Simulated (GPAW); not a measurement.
The system is TiB2.

```
Ti B
1.0
     3.02920    0.00000    0.00000
    -1.51460    2.62336    0.00000
     0.00000    0.00000    3.22840
Ti B
1 2
Direct
  0.00000 0.00000 0.00000
  0.66667 0.33333 0.50000
  0.33333 0.66667 0.50000
```

```yaml
Program: GPAW 26.7.0
Task: relaxation of cell and atoms
Functional: PBEsol
Dispersion: D4
Potentials_or_basis: PAW data sets generated in the run's folder for this functional
Cutoff: 800 eV
Basis: pw
k_mesh: 7 × 7 × 6
Occupations: fermi-dirac, width 0.05 eV
Spin: no spin polarisation
```

At the start: pressure -8.9 GPa; volume 8.55 Å³/atom.

Task: How do energy, volume and symmetry change on relaxing?

Result: Over 6 steps the energy falls by 9.0 meV/atom and the volume is 8.25 Å³/atom (-3.5 %); space group P6/mmm (No. 191, to 0.05 Å).

Step by step:
| step | energy change (eV) | largest force (eV/Å) | pressure (GPa) | volume (Å³) |
| --- | --- | --- | --- | --- |
| 1 | 0.0000 | 0.0000 | -8.88 | 25.66 |
| 2 | -0.0087 | 0.0000 | -7.27 | 25.48 |
| 3 | -0.0254 | 0.0000 | 0.70 | 24.70 |
| 4 | -0.0259 | 0.0000 | 0.42 | 24.72 |
| 5 | -0.0271 | 0.0000 | -0.28 | 24.76 |
| 6 | -0.0271 | 0.0000 | -0.10 | 24.74 |

Final structure:
```cif
data_structure
_symmetry_space_group_name_H-M 'P 1'
_symmetry_Int_Tables_number 1
_cell_length_a 3.0078
_cell_length_b 3.0078
_cell_length_c 3.1582
_cell_angle_alpha 90.000
_cell_angle_beta 90.000
_cell_angle_gamma 120.000
_cell_volume 24.74
loop_
_atom_site_label
_atom_site_type_symbol
_atom_site_fract_x
_atom_site_fract_y
_atom_site_fract_z
_atom_site_occupancy
Ti1 Ti 0.00000 0.00000 0.00000 1
B1 B 0.66667 0.33333 0.50000 1
B2 B 0.33333 0.66667 0.50000 1
```

Caveat: later steps reuse the first step's grids; pairwise dispersion overbinds metals, which lowers pressure and volume.
